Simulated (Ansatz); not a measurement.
# O on Al(111): hop by a lattice vector of the surface, part 1 of 2

Aim: the minimum-energy path and barrier of the hop by a lattice vector of the surface. The ends are relaxed first, then joined by a nudged elastic band. The slab cell is 2×2, 3 layers thick, and the adsorbate is set down on it by hand.

Method: DFT LDA, plane waves, PAW, scalar-relativistic, no spin polarisation, in Ansatz 0.2.0.

## 1. Starting point

The cell holds 13 atoms (Al12O): a = 5.728 Å, b = 5.728 Å, c = 17.677 Å, α = 90.00°, β = 90.00°, γ = 60.00°.

Coordinates:

```
CELL_PARAMETERS angstrom
5.72757 0.00000 0.00000
2.86378 4.96022 0.00000
0.00000 0.00000 17.67654
ATOMIC_POSITIONS crystal
Al 0.16667 0.16667 0.05657
Al 0.66667 0.16667 0.05657
Al 0.16667 0.66667 0.05657
Al 0.66667 0.66667 0.05657
Al 0.83333 0.33333 0.18885
Al 0.33333 0.33333 0.18885
Al 0.83333 0.83333 0.18885
Al 0.33333 0.83333 0.18885
Al 0.00000 0.00000 0.32113
Al 0.50000 0.00000 0.32113
Al 0.00000 0.50000 0.32113
Al 0.50000 0.50000 0.32113
O 0.51044 0.75208 0.39524
```

## 2. End point A

input.yaml reads:

```yaml
crystal:
  lattice:
    - [5.727565, 0.0, 0.0]
    - [2.863782, 4.960217, 0.0]
    - [0.0, 0.0, 17.676537]
  atoms:
    - { symbol: Al, position: [0.1666667, 0.1666667, 0.0565722] }
    - { symbol: Al, position: [0.6666667, 0.1666667, 0.0565722] }
    - { symbol: Al, position: [0.1666667, 0.6666667, 0.0565722] }
    - { symbol: Al, position: [0.6666667, 0.6666667, 0.0565722] }
    - { symbol: Al, position: [-0.1666667, 0.3333333, 0.1888531] }
    - { symbol: Al, position: [0.3333333, 0.3333333, 0.1888531] }
    - { symbol: Al, position: [-0.1666667, 0.8333333, 0.1888531] }
    - { symbol: Al, position: [0.3333333, 0.8333333, 0.1888531] }
    - { symbol: Al, position: [0.0, 0.0, 0.321134] }
    - { symbol: Al, position: [0.5, 0.0, 0.321134] }
    - { symbol: Al, position: [0.0, 0.5, 0.321134] }
    - { symbol: Al, position: [0.5, 0.5, 0.321134] }
    - { symbol: O, position: [0.5104431, 0.7520785, 0.3952435] }
basis:
  ecutwfc: 420.0
kpoints:
  mp_grid: { grid: [3, 3, 1] }
hamiltonian:
  xc: lda
  pseudopotentials: { kind: paw, azcp: { folder: soft_1 } }
scf:
  occupations: { method: gaussian, width: 0.1 }
  lower_state_search: "off"
relax:
  f_tol: 0.03
  max_steps: 60
  adjacent_minimum: "off"
  constraints: [{ sites: [0, 1, 2, 3] }]
```

Started as:

```console
$ ansatz run input.yaml --threads 1 --pin off --max-ram 3072MiB --backend cpu --events-out ev --progress --plain --runs-dir out
```

The log of the run, cut to the lines that bear on the results:

```text
Warning: <dir> the record states the generating functional pbe (its physics header spells it `PBE`), which answers neither for hamiltonian.xc's functional nor for the lda family's — results may be inconsistent (PPs are generated against a specific XC)
[...]
Warning: RAYON_NUM_THREADS=1 ignored (pool sized by the plan → 1); use --threads N
[...]
Pseudopotentials: kind: paw
Pseudopotential: Al, paw, valence charge 3, recommended cutoff 420 eV (normal), <dir>
Pseudopotential: O, paw, valence charge 6, recommended cutoff 420 eV (normal), <dir>
Functional definition: SPW92
[...]
Crystal: 13 atoms, lattice volume = 502.190 Å³
Basis set: ecut = 420 eV, 9851 PW (Γ)
Bands: 34, of which v1, the nominal top of the filled ones, is band 21 counted from 1 (20 counted from 0)
Symmetry: 1 space group operations
Space group: P1 (ITA 1), of the structure as read, at distance tolerance 7.9e-5 Å
k-points: 5 of 9 (time reversal used)
[...]
SCF iter   1: F=—  HF=-6710.390526 eV  |F-HF|=—  |Δ(HF+E_count)|=         —  Δρ=3.82e-2  dr2=1.66e1  ethr=3.10e-3  ⟨swp⟩=8.8  Hψ=1081  notcnv=0
[...]
relax step   1: F+E_penalty+E_count = -6706.74841235 eV  Δ(F+E_penalty+E_count) = +0.000e0 eV  max|allowed force component| = 3.387e0 eV/Å  Δτ_max = 0.0000 Å  (8 SCF iters, dr2 threshold 2.25e-5 eV, accepted)
[...]
relax step   3: F+E_penalty+E_count = -6707.68303493 eV  Δ(F+E_penalty+E_count) = -3.941e-1 eV  max|allowed force component| = 7.558e-1 eV/Å  Δτ_max = 0.1934 Å  (6 SCF iters, dr2 threshold 1.00e-4 eV, accepted)
[...]
relax step   4: F+E_penalty+E_count = -6707.93534214 eV  Δ(F+E_penalty+E_count) = -2.523e-1 eV  max|allowed force component| = 1.014e0 eV/Å  Δτ_max = 0.1951 Å  (6 SCF iters, dr2 threshold 5.43e-5 eV, accepted)
[...]
SCF iter   1: F=—  HF=-6708.289377 eV  |F-HF|=—  |Δ(HF+E_count)|=         —  Δρ=5.42e-3  dr2=1.99e-1  ethr=4.87e-4  ⟨swp⟩=1.2  Hψ=683  notcnv=0  defer=29
[...]
```

## 3. The output, continued: end point A relaxed

Output, continued:

```text
SCF iter   2: F=—  HF=-6708.239156 eV  |F-HF|=—  |Δ(HF+E_count)|=   5.02e-2  Δρ=3.54e-3  dr2=8.13e-2  ethr=4.74e-4  ⟨swp⟩=2.2  Hψ=283  notcnv=0  defer=29
SCF iter   3: F=—  HF=-6708.212803 eV  |F-HF|=—  |Δ(HF+E_count)|=   2.64e-2  Δρ=3.90e-4  dr2=4.83e-3  ethr=1.94e-4  ⟨swp⟩=2.2  Hψ=282  notcnv=0  defer=29
SCF iter   4: F=—  HF=-6708.212228 eV  |F-HF|=—  |Δ(HF+E_count)|=   5.74e-4  Δρ=1.65e-4  dr2=5.48e-4  ethr=1.15e-5  ⟨swp⟩=2.0  Hψ=228  notcnv=0  defer=29
SCF iter   5: F=—  HF=-6708.212222 eV  |F-HF|=—  |Δ(HF+E_count)|=   6.62e-6  Δρ=7.51e-5  dr2=3.34e-4  ethr=1.30e-6  ⟨swp⟩=2.6  Hψ=245  notcnv=0  defer=29
SCF iter   6: F=-6708.212198 eV  HF=-6708.212215 eV  |F-HF|=1.70e-5  |Δ(HF+E_count)|=   7.18e-6  Δρ=3.29e-5  dr2=2.38e-5  ethr=2.32e-7  ⟨swp⟩=3.2  Hψ=548  notcnv=0
SCF 5 converged in 6 iterations: F = -6708.212198 eV  dr2 = 2.38e-5
relax step   5: F+E_penalty+E_count = -6708.21219759 eV  Δ(F+E_penalty+E_count) = -2.769e-1 eV  max|allowed force component| = 1.008e0 eV/Å  Δτ_max = 0.1950 Å  (6 SCF iters, dr2 threshold 9.76e-5 eV, accepted)
iter 1 solved again at ethr=8.25e-4 eV; its pass at ethr=3.10e-3 eV (dr2=3.47e-1 eV) is discarded
SCF iter   1: F=—  HF=-6708.469199 eV  |F-HF|=—  |Δ(HF+E_count)|=         —  Δρ=7.50e-3  dr2=3.44e-1  ethr=8.25e-4  ⟨swp⟩=1.4  Hψ=797  notcnv=0  defer=27
preconditioner: auto → LDOS  [insulator: Δε(μ)=0.145 eV  Ē_g=6.578 eV  σ=0.100 eV  W_gap=0.53  n_scr=52 (ndim 8)  ℏωp=10.5 eV  f_vac=0.463  D(μ)=8.28/eV (n_scr^D=50)  ε∞_Penn≈3.5  β→1.0]
SCF iter   2: F=—  HF=-6708.381035 eV  |F-HF|=—  |Δ(HF+E_count)|=   8.82e-2  Δρ=4.40e-3  dr2=1.31e-1  ethr=8.18e-4  ⟨swp⟩=2.2  Hψ=285  notcnv=0  defer=27
SCF iter   3: F=—  HF=-6708.337593 eV  |F-HF|=—  |Δ(HF+E_count)|=   4.34e-2  Δρ=5.45e-4  dr2=3.31e-3  ethr=3.11e-4  ⟨swp⟩=2.0  Hψ=249  notcnv=0  defer=27
SCF iter   4: F=—  HF=-6708.337252 eV  |F-HF|=—  |Δ(HF+E_count)|=   3.41e-4  Δρ=1.72e-4  dr2=3.34e-4  ethr=7.88e-6  ⟨swp⟩=2.6  Hψ=268  notcnv=0  defer=28
SCF iter   5: F=—  HF=-6708.337253 eV  |F-HF|=—  |Δ(HF+E_count)|=   8.02e-7  Δρ=7.27e-5  dr2=1.29e-4  ethr=7.94e-7  ⟨swp⟩=2.2  Hψ=233  notcnv=0  defer=28
SCF iter   6: F=-6708.337233 eV  HF=-6708.337252 eV  |F-HF|=1.82e-5  |Δ(HF+E_count)|=   1.01e-6  Δρ=2.49e-5  dr2=2.11e-5  ethr=2.38e-7  ⟨swp⟩=3.0  Hψ=603  notcnv=0
SCF 6 converged in 6 iterations: F = -6708.337233 eV  dr2 = 2.11e-5
relax step   6: F+E_penalty+E_count = -6708.33723341 eV  Δ(F+E_penalty+E_count) = -1.250e-1 eV  max|allowed force component| = 9.273e-1 eV/Å  Δτ_max = 0.1950 Å  (6 SCF iters, dr2 threshold 1.00e-4 eV, accepted)
iter 1 solved again at ethr=4.61e-4 eV; its pass at ethr=3.10e-3 eV (dr2=1.94e-1 eV) is discarded
SCF iter   1: F=—  HF=-6708.420684 eV  |F-HF|=—  |Δ(HF+E_count)|=         —  Δρ=4.57e-3  dr2=1.95e-1  ethr=4.61e-4  ⟨swp⟩=1.0  Hψ=829  notcnv=0  defer=25
preconditioner: auto → LDOS  [insulator: Δε(μ)=0.146 eV  Ē_g=6.586 eV  σ=0.100 eV  W_gap=0.58  n_scr=52 (ndim 8)  ℏωp=10.5 eV  f_vac=0.471  D(μ)=8.64/eV (n_scr^D=50)  ε∞_Penn≈3.5  β→1.0]
SCF iter   2: F=—  HF=-6708.395166 eV  |F-HF|=—  |Δ(HF+E_count)|=   2.55e-2  Δρ=1.63e-3  dr2=2.89e-2  ethr=4.61e-4  ⟨swp⟩=2.0  Hψ=235  notcnv=0  defer=25
SCF iter   3: F=—  HF=-6708.389676 eV  |F-HF|=—  |Δ(HF+E_count)|=   5.49e-3  Δρ=5.97e-4  dr2=1.31e-2  ethr=6.88e-5  ⟨swp⟩=2.0  Hψ=274  notcnv=0  defer=27
SCF iter   4: F=—  HF=-6708.388783 eV  |F-HF|=—  |Δ(HF+E_count)|=   8.93e-4  Δρ=3.80e-4  dr2=2.70e-3  ethr=3.13e-5  ⟨swp⟩=1.2  Hψ=142  notcnv=0  defer=27
SCF iter   5: F=—  HF=-6708.388507 eV  |F-HF|=—  |Δ(HF+E_count)|=   2.76e-4  Δρ=9.75e-5  dr2=4.46e-4  ethr=6.43e-6  ⟨swp⟩=2.6  Hψ=246  notcnv=0  defer=27
SCF iter   6: F=-6708.388452 eV  HF=-6708.388481 eV  |F-HF|=2.85e-5  |Δ(HF+E_count)|=   2.59e-5  Δρ=3.14e-5  dr2=3.39e-5  ethr=2.38e-7  ⟨swp⟩=3.8  Hψ=557  notcnv=0
SCF 7 converged in 6 iterations: F = -6708.388452 eV  dr2 = 3.39e-5
relax step   7: F+E_penalty+E_count = -6708.38845223 eV  Δ(F+E_penalty+E_count) = -5.122e-2 eV  max|allowed force component| = 1.026e-1 eV/Å  Δτ_max = 0.1799 Å  (6 SCF iters, dr2 threshold 1.00e-4 eV, accepted)
SCF iter   1: F=—  HF=-6708.403879 eV  |F-HF|=—  |Δ(HF+E_count)|=         —  Δρ=1.38e-3  dr2=3.13e-2  ethr=5.06e-4  ⟨swp⟩=3.4  Hψ=427  notcnv=0  defer=29
preconditioner: auto → LDOS  [insulator: Δε(μ)=0.146 eV  Ē_g=6.568 eV  σ=0.100 eV  W_gap=0.59  n_scr=52 (ndim 8)  ℏωp=10.5 eV  f_vac=0.465  D(μ)=8.75/eV (n_scr^D=50)  ε∞_Penn≈3.5  β→1.0]
SCF iter   2: F=—  HF=-6708.400300 eV  |F-HF|=—  |Δ(HF+E_count)|=   3.58e-3  Δρ=6.53e-4  dr2=5.17e-3  ethr=7.46e-5  ⟨swp⟩=3.0  Hψ=339  notcnv=0  defer=29
SCF iter   3: F=—  HF=-6708.399415 eV  |F-HF|=—  |Δ(HF+E_count)|=   8.84e-4  Δρ=2.24e-4  dr2=2.82e-3  ethr=1.23e-5  ⟨swp⟩=2.0  Hψ=229  notcnv=0  defer=29
SCF iter   4: F=—  HF=-6708.399286 eV  |F-HF|=—  |Δ(HF+E_count)|=   1.29e-4  Δρ=1.45e-4  dr2=7.08e-4  ethr=6.72e-6  ⟨swp⟩=1.0  Hψ=141  notcnv=0  defer=29
SCF iter   5: F=—  HF=-6708.399235 eV  |F-HF|=—  |Δ(HF+E_count)|=   5.09e-5  Δρ=3.91e-5  dr2=1.03e-4  ethr=1.69e-6  ⟨swp⟩=1.8  Hψ=230  notcnv=0  defer=29
SCF iter   6: F=—  HF=-6708.399230 eV  |F-HF|=—  |Δ(HF+E_count)|=   5.03e-6  Δρ=1.46e-5  dr2=1.07e-5  ethr=2.44e-7  ⟨swp⟩=1.2  Hψ=154  notcnv=0  defer=29
SCF iter   7: F=—  HF=-6708.399248 eV  |F-HF|=—  |Δ(HF+E_count)|=   1.75e-5  Δρ=6.35e-6  dr2=1.19e-6  ethr=2.55e-8  ⟨swp⟩=2.0  Hψ=169  notcnv=0  defer=29
SCF iter   8: F=-6708.399248 eV  HF=-6708.399248 eV  |F-HF|=3.69e-8  |Δ(HF+E_count)|=   3.97e-8  Δρ=2.68e-6  dr2=8.03e-8  ethr=2.38e-10  ⟨swp⟩=4.0  Hψ=673  notcnv=0
SCF 8 converged in 8 iterations: F = -6708.399248 eV  dr2 = 8.03e-8
relax step   8: F+E_penalty+E_count = -6708.39924791 eV  Δ(F+E_penalty+E_count) = -1.080e-2 eV  max|allowed force component| = 2.215e-2 eV/Å  Δτ_max = 0.0486 Å  (8 SCF iters, accepted)
SCF converged after 8 iterations
Free energy (F): -6708.399248 eV
Harris-Foulkes:  -6708.399248 eV  (|F-HF|=3.69e-8)
Internal energy: -6708.355458 eV  (E = F + TS)
E sigma→0 (E₀):  -6708.377353 eV
Entropy (-TS):   -0.043790 eV (-3.368 meV/atom)
Fermi energy:    0.775116 eV
--- Per-component energies (eV) ---
  E_band       = -183.489136
  E_kinetic    = 431.577260
  E_local      = -6151.324615  (includes V_loc(G=0)·N_el)
  E_nonlocal   = 182.708414
  E_hartree    = 2939.986024
  E_xc         = -512.783341
  E_vxc        = -436.134057  (∫ρ·V_xc dr)
  E_paw        = -5494.074195  (= ΣΔE_a)
  E_vpaw       = -90.284509  (= ΣTr[D̂ρ^β])
  E_aug_tail   = 0.000745  (compensation charges beyond the density's cutoff)
  E_ewald      = 1894.788729
  E_core_change = 0.765521  (= ΣΔE_core)
  E_smearing   = -0.043790  (= −TS)
  E_closure    = -0.000000  (closes the sum)
  Σ components = -6708.399248   (vs F -6708.399248, Δ=0.00e0)
--- Forces (eV/Å), atoms counted from 1 ---
  atom   1  Al    -0.06167290    -0.03471702    -0.05388889
  atom   2  Al     0.05955968    -0.03435893    -0.05445033
  atom   3  Al    -0.00064442     0.07081148    -0.05393330
  atom   4  Al    -0.00113671     0.00051758     0.12951218
  atom   5  Al     0.00166003    -0.00669819     0.00215054
  atom   6  Al    -0.00020952    -0.00016135    -0.00287079
  atom   7  Al     0.00707758     0.00216441     0.00243795
  atom   8  Al    -0.00408173     0.00224336     0.00138846
  atom   9  Al     0.00195083    -0.00170547    -0.00469109
  atom  10  Al    -0.00181401     0.02215268     0.01069023
  atom  11  Al     0.01679887    -0.00959482     0.00781119
  atom  12  Al    -0.01914427    -0.00970253     0.01039611
  atom  13  O      0.00168782    -0.00098171     0.00581760
  max |Σ_I F_I| component: 3.70e-4 eV/Å
--- Relaxed structure (8 steps of the walk, 8 accepted, 0 SCFs on fresh bases) ---
  F+E_penalty+E_count = -6708.39924791 eV   max|allowed force component| = 2.215e-2 eV/Å
  atoms:
    - { symbol: Al, position: [0.16666669999999997, 0.1666667, 0.056572199999999996] }
    - { symbol: Al, position: [0.6666666999999998, 0.1666667, 0.056572199999999996] }
    - { symbol: Al, position: [0.16666669999999995, 0.6666666999999998, 0.056572199999999996] }
    - { symbol: Al, position: [0.6666666999999997, 0.6666666999999998, 0.056572199999999996] }
    - { symbol: Al, position: [-0.1670991386000685, 0.33354824787073295, 0.18645902016414476] }
    - { symbol: Al, position: [0.3329284526489848, 0.33355431473760616, 0.1879692800972778] }
    - { symbol: Al, position: [-0.1671036595320341, 0.8335250004169874, 0.18645726248171274] }
    - { symbol: Al, position: [0.33286900606596165, 0.8335773326413649, 0.18647304216446126] }
    - { symbol: Al, position: [-0.00039500762594720667, 0.00021261167586158564, 0.31100768894474023] }
    - { symbol: Al, position: [0.49367694384276667, 0.012378817960331922, 0.32024486650013567] }
    - { symbol: Al, position: [0.01207342821916818, 0.49392645815780784, 0.3203126597370667] }
    - { symbol: Al, position: [0.4935744298760698, 0.4940076382779812, 0.320253401664216] }
    - { symbol: O, position: [0.666348420984774, 0.6668148421912641, 0.35903481139916876] }
```

Wall time 44 s (1 thread of Arm Neoverse V1, shared host); peak memory 0.46 GiB.

Step by step:

```
step  energy from step 1 (eV/cell)  largest force component (eV/Å)
   1                        0.0000                          3.3875
   2                       -0.5405                          2.4518
   3                       -0.9346                          0.7558
   4                       -1.1869                          1.0136
   5                       -1.4638                          1.0084
   6                       -1.5888                          0.9273
   7                       -1.6400                          0.1026
   8                       -1.6508                          0.0222
```

Step 1 is the start. 4 atoms are held fixed.

The atom that moved most is O13, by 1.00 Å.

## 4. The band

crystal.atoms is end A as relaxed above, and neb.final_atoms is the same geometry shifted by the lattice vector, with the slab's atoms relabelled. With 5 inner images the band has 7 in all.

input.yaml reads:

```yaml
crystal:
  lattice:
    - [5.727565, 0.0, 0.0]
    - [2.863782, 4.960217, 0.0]
    - [0.0, 0.0, 17.676537]
  atoms:
    - { symbol: Al, position: [0.1666667, 0.1666667, 0.0565722] }
    - { symbol: Al, position: [0.6666667, 0.1666667, 0.0565722] }
    - { symbol: Al, position: [0.1666667, 0.6666667, 0.0565722] }
    - { symbol: Al, position: [0.6666667, 0.6666667, 0.0565722] }
    - { symbol: Al, position: [-0.16709914, 0.33354825, 0.18645902] }
    - { symbol: Al, position: [0.33292845, 0.33355431, 0.18796928] }
    - { symbol: Al, position: [-0.16710366, 0.833525, 0.18645726] }
    - { symbol: Al, position: [0.33286901, 0.83357733, 0.18647304] }
    - { symbol: Al, position: [-0.00039501, 0.00021261, 0.31100769] }
    - { symbol: Al, position: [0.49367694, 0.01237882, 0.32024487] }
    - { symbol: Al, position: [0.01207343, 0.49392646, 0.32031266] }
    - { symbol: Al, position: [0.49357443, 0.49400764, 0.3202534] }
    - { symbol: O, position: [0.66634842, 0.66681484, 0.35903481] }
basis:
  ecutwfc: 420.0
kpoints:
  mp_grid: { grid: [3, 3, 1] }
hamiltonian:
  xc: lda
  pseudopotentials: { kind: paw, azcp: { folder: soft_1 } }
scf:
  occupations: { method: gaussian, width: 0.1 }
  lower_state_search: "off"
neb:
  images: 5
  f_tol: 0.05
  initial_path: linear
  max_iterations: 58
  constraints: [{ sites: [0, 1, 2, 3] }]
  final_atoms:
    - { symbol: Al, position: [0.1666667, 0.1666667, 0.0565722] }
    - { symbol: Al, position: [0.6666667, 0.1666667, 0.0565722] }
    - { symbol: Al, position: [0.1666667, 0.6666667, 0.0565722] }
    - { symbol: Al, position: [0.6666667, 0.6666667, 0.0565722] }
    - { symbol: Al, position: [-0.16710361, 0.33352497, 0.18645726] }
    - { symbol: Al, position: [0.33286906, 0.3335773, 0.18647304] }
    - { symbol: Al, position: [-0.16709909, 0.83354822, 0.18645902] }
    - { symbol: Al, position: [0.3329285, 0.83355428, 0.18796928] }
    - { symbol: Al, position: [0.01207348, -0.00607357, 0.32031266] }
    - { symbol: Al, position: [0.49357448, -0.00599239, 0.3202534] }
    - { symbol: Al, position: [-0.00039496, 0.50021258, 0.31100769] }
    - { symbol: Al, position: [0.49367699, 0.51237879, 0.32024487] }
    - { symbol: O, position: [0.66634847, 1.16681481, 0.35903481] }
  order_check: true
```

Started as:

```console
$ ansatz run input.yaml --threads 1 --pin off --max-ram 3072MiB --backend cpu --events-out ev --progress --plain --runs-dir out
```

The log of the run, cut to the lines that bear on the results:

```text
Warning: neb: disabling space-group detection — the band's intermediate images generally break the endpoint symmetry, so no spatial operation reduces the k-mesh or symmetrises the density, except that a semilocal band can use its path's symmetry ahead of convergence; time reversal is [...]
Warning: <dir> the record states the generating functional pbe (its physics header spells it `PBE`), which answers neither for hamiltonian.xc's functional nor for the lda family's — results may be inconsistent (PPs are generated against a specific XC)
[...]
Warning: RAYON_NUM_THREADS=1 ignored (pool sized by the plan → 1); use --threads N
[...]
[... 4 set-up lines as earlier in the session ...]
[...]
NEB image 0
Crystal: 13 atoms, lattice volume = 502.190 Å³
Basis set: ecut = 420 eV, 9851 PW (Γ)
Bands: 34, of which v1, the nominal top of the filled ones, is band 21 counted from 1 (20 counted from 0)
[... 1 set-up line as earlier in the session ...]
k-points: 5 of 9 (time reversal used)
[...]
SCF iter   1: F=—  HF=-6712.340593 eV  |F-HF|=—  |Δ(HF+E_count)|=         —  Δρ=3.81e-2  dr2=1.57e1  ethr=3.10e-3  ⟨swp⟩=9.4  Hψ=1144  notcnv=0
[...]
NSCF: frozen V_eff on 5 k-points
NEB image 6
[...]
NSCF: frozen V_eff on 5 k-points
NEB end point (image 0): max|allowed force component| = 2.215e-2 eV/Å (the criterion of neb.relax_end_points is 1.000e-2)
NEB end point (image 6): max|allowed force component| = 2.215e-2 eV/Å (the criterion of neb.relax_end_points is 1.000e-2)
NEB image 1
SCF iter   1: F=—  HF=-6711.526712 eV  |F-HF|=—  |Δ(HF+E_count)|=         —  Δρ=4.56e-2  dr2=1.90e1  ethr=3.10e-3  ⟨swp⟩=9.0  Hψ=1131  notcnv=0
[...]
NEB image 2
[...]
NEB image 3
```

## 5. The output, continued: band between the two ends

The log, continued, cut to the lines that bear on the results:

```text
[...]
NEB image 4
NEB image 5
[...]
NEB iter   1: max|band force component| = 6.810e1 eV/Å  barrier→ = 18.6823 eV  barrier← = 18.6823 eV  Δτ_max = 0.2000 Å  (78 SCF iters)
[...]
NEB iter   8: max|band force component| = 1.101e0 eV/Å  barrier→ = 0.6396 eV  barrier← = 0.6396 eV  Δτ_max = 0.1955 Å  (41 SCF iters)
[...]
NEB iter  15: max|band force component| = 1.085e-1 eV/Å  barrier→ = 0.8242 eV  barrier← = 0.8242 eV  CI = image 5  Δτ_max = 0.0998 Å  (41 SCF iters)
[...]
NEB iter  22: max|band force component| = 1.452e-1 eV/Å  barrier→ = 0.8237 eV  barrier← = 0.8237 eV  CI = image 5  Δτ_max = 0.2000 Å  (38 SCF iters)
[...]
NEB iter  28: max|band force component| = 3.839e-2 eV/Å  barrier→ = 0.8237 eV  barrier← = 0.8237 eV  CI = image 5  an image goes back on the path  Δτ_max = 0.6380 Å  (464 SCF iters)
[...]
    - { symbol: Al, position: [0.16666669999999995, 0.6666666999999998, 0.056572199999999996] }
    - { symbol: Al, position: [0.6666666999999997, 0.6666666999999998, 0.056572199999999996] }
    - { symbol: Al, position: [-0.17227018937545258, 0.33686087017068966, 0.18922304228662135] }
    - { symbol: Al, position: [0.3341812537417268, 0.3366913370661295, 0.18938438428276225] }
    - { symbol: Al, position: [-0.16818793000448345, 0.8268756290316247, 0.18327842988772047] }
    - { symbol: Al, position: [0.3232016179911569, 0.8438138172025494, 0.18691947845406576] }
    - { symbol: Al, position: [0.008014748803204581, 0.0395946444226693, 0.3201696189875047] }
    - { symbol: Al, position: [0.4719429387881603, 0.03197784252626589, 0.31921708179369884] }
    - { symbol: Al, position: [-0.007949711640606871, 0.5273295071694268, 0.3179389250753716] }
    - { symbol: Al, position: [0.4761231116823933, 0.5574177171631539, 0.31569297106873817] }
    - { symbol: O, position: [0.7545525625051053, 1.0059245721213697, 0.3657963744174565] }
```

It took 43 min on 1 thread of Arm Neoverse V1, shared host; peak memory 0.66 GiB.

(Continued in part 2 of 2.)
